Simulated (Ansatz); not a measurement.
# CdS (F-43m): zero-pressure volume and bulk modulus with revPBE + D4

The task here is to estimate one member of a computed series from the others.

The COD entry's cell or inner coordinates are ideal or old and differ from later refinements, so a difference from it is no clean test against experiment.

Computed with Ansatz 0.2.0 (DFT revPBE + D4, scalar-relativistic, plane waves, PAW, unless a step's input says otherwise).

**The system as given**

It takes space group F-43m (No. 216, cubic). Conventional cell: a = 5.820 Å, b = 5.820 Å, c = 5.820 Å, α = 90.00°, β = 90.00°, γ = 90.00°. Around Cd (site symmetry -43m) lie 4 S at 2.52 Å. Around S (site symmetry -43m) lie 4 Cd at 2.52 Å.

Structure file:

```
Cd S
1.0
     0.00000    2.91000    2.91000
     2.91000    0.00000    2.91000
     2.91000    2.91000    0.00000
Cd S
1 1
Direct
  0.00000 0.00000 0.00000
  0.75000 0.75000 0.75000
```

An earlier run on this cell at PBE gave 3.30 GPa at 24.642 Å³/atom (8×8×8 mesh), gap on the mesh 1.16 eV. The cell is compressed at this level.

The first run:

Input file input.yaml:

```yaml
crystal:
  lattice:
    - [0.0, 2.9099991734, 2.9099991734]
    - [2.9099991734, 0.0, 2.9099991734]
    - [2.9099991734, 2.9099991734, 0.0]
  atoms:
    - { symbol: Cd, position: [0.0, 0.0, 0.0] }
    - { symbol: S, position: [0.75, 0.75, 0.75] }
basis:
  ecutwfc: 420
  ecutrho_ratio: 4
kpoints:
  mp_grid: { grid: [8, 8, 8] }
hamiltonian:
  xc: revpbe
  dispersion: d4
scf:
  occupations: { method: gaussian, width: 0.05 }
output:
  forces: true
  stress: true
  eigenvalues: true
```

Launch:

```sh
$ ansatz run input.yaml --threads 4 --pin off --max-ram 8192MiB --backend cpu --events-out ev --progress --plain --runs-dir out
```

Steps of the session up to this table: At the given cell; Stepping to 24.773 Å³/atom; Stepping to 24.973 Å³/atom; Volume × 0.98 of the new zero; Volume × 1.02 of the new zero; Volume × 0.96 of the new zero; Volume × 1.04 of the new zero.

One of the session's tables, all rows but one given; the rest of the session is left out.

It belongs to the step «Energy and pressure against volume». 

```
volume (Å³/atom)  energy (meV/atom)  pressure (GPa)
          23.974               7.77            2.59
          24.474               1.88            1.22
          24.973               0.00            0.00
          25.472                  ?               ?
          25.972               6.70           -2.07
```

Q: Estimate the row for volume (Å³/atom) = 25.472 from the others.

Worked estimate for «energy (meV/atom)». A straight line through the neighbours (24.973, 0.00) and (25.972, 6.70) gives 0.00 + (6.70 − 0.00) × (25.472 − 24.973) / (25.972 − 24.973) = 3.35; a parabola fitted to 3 rows on both sides gives 1.60.

The run gave: energy (meV/atom): 1.73; pressure (GPa): -1.09. In «energy (meV/atom)» the line misses by +1.62 and the parabola by -0.13.
